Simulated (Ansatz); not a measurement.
## MgO: energy along a strain

MgO, Fm-3m, a = 4.214 Å. Ansatz: PBEsol, PAW, 420 eV, Γ-centred 10×10×10 mesh on 2 atoms, Gaussian smearing 0.05 eV; no spin polarisation. Cell vectors (Å): 0.000 2.107 2.107; 2.107 0.000 2.107; 2.107 2.107 0.000. The cell is strained by x per cent times the pattern (0 1 0 0 0 0) in the order xx yy zz yz xz xy (engineering shears), with fractional coordinates held. y is the free energy over the start, V0 = 9.355 Å³/atom. Points with a strain past 8.5 % were computed too (5) and aren't used here.

```
x (%) y (meV/atom)
-7.50         66.43
-3.75             ?
 0.00          0.00
 3.75         10.33
 7.50         35.60
```

**Question.** Fit y = c2 x² + c3 x³ to the other rows, get the stiffness along the pattern, and predict the missing energy.

**Answer.** Least squares on the rows shown. y = 0.90587 x² − 0.036610 x³. The clamped-ion stiffness p·C·p = 2 × 9.059 eV × 160.2 / 9.355 Å³ = 310 GPa, which is C22 in these axes (C11 of the cubic crystal). At x = -3.75 the fit asked for gives 14.67 meV/atom. The run gave 14.07 meV/atom, so the fit is 0.60 meV/atom too high, 0.9 % of the span of the series, against an rms of 0.28 meV/atom on the fitted rows. With a term in x⁴ added, a fit to the same known rows (none to spare) predicts 14.18 meV/atom, so most of the miss is curvature that the known rows already hold.